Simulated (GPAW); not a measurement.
A run of GPAW 26.7.0 is set up as follows.

The input run.py:

```python
from ase.dft.bandgap import bandgap
from ase.io import read, write
from ase.units import GPa
from gpaw import GPAW, PW

atoms = read('Ti.xyz')

calc = GPAW(mode=PW(600),
            xc='MGGA_X_R4SCAN+MGGA_C_R2SCAN',
            kpts={'size': (5, 5, 7), 'gamma': True},
            occupations={'name': 'fermi-dirac', 'width': 0.05},
            nbands=34,
            convergence={'density': 1e-05, 'energy': 1e-05},
            maxiter=150,
            txt='gpaw.txt')
atoms.calc = calc
energy = atoms.get_potential_energy()
forces = atoms.get_forces()
stress = atoms.get_stress()
calc.write('gs.gpw')
write('result.traj', atoms)
print(f'Energy: {energy:.6f} eV')
print('Forces (eV/A):')
print(forces.round(4))
print('Stress (GPa):', (stress / GPa).round(3))
print('Fermi level:', round(calc.get_fermi_level(), 4), 'eV')
print(f'Gap: {bandgap(calc)[0]:.4f} eV, direct: {bandgap(calc, direct=True)[0]:.4f} eV')

path = atoms.cell.bandpath('GMKGALHA,LM,KH', npoints=100, eps=1e-4)
bs_calc = calc.fixed_density(kpts=path, symmetry='off', nbands=49,
                             convergence={'bands': 'CBM+6.0', 'eigenstates': 1e-6}, txt='bands.txt')
bs = bs_calc.band_structure()
bs.write('bs.json')
print(f'Gap on the path: {bandgap(bs_calc)[0]:.4f} eV')
```

Ti.xyz

```xyz
3
Lattice="4.5673748306 0.0000000000 0.0000000000 -2.2836874153 3.9554626319 0.0000000000 0.0000000000 0.0000000000 2.8262442700" Properties=species:S:1:pos:R:3 pbc="T T T"
Ti     2.2836874155      1.3184875438      1.4131221350
Ti    -0.0000000002      2.6369750881      1.4131221350
Ti     0.0000000000      0.0000000000      0.0000000000
```

Potentials or basis: GPAW PAW data sets (gpaw-data 1.2.1), pw.

Run with:

```sh
$ OMP_NUM_THREADS=1 python run.py
```

What does it give for the band gap along the path?

None (metal or under the smearing width).

Estimate the pressure.

-0.6 GPa.

Stress tensor (GPa, compression positive):
```
-0.69  0.00  0.00
 0.00 -0.69  0.00
 0.00  0.00 -0.40
```

Caveat: the PAW data sets were made with another functional, which shifts forces and pressure a little.
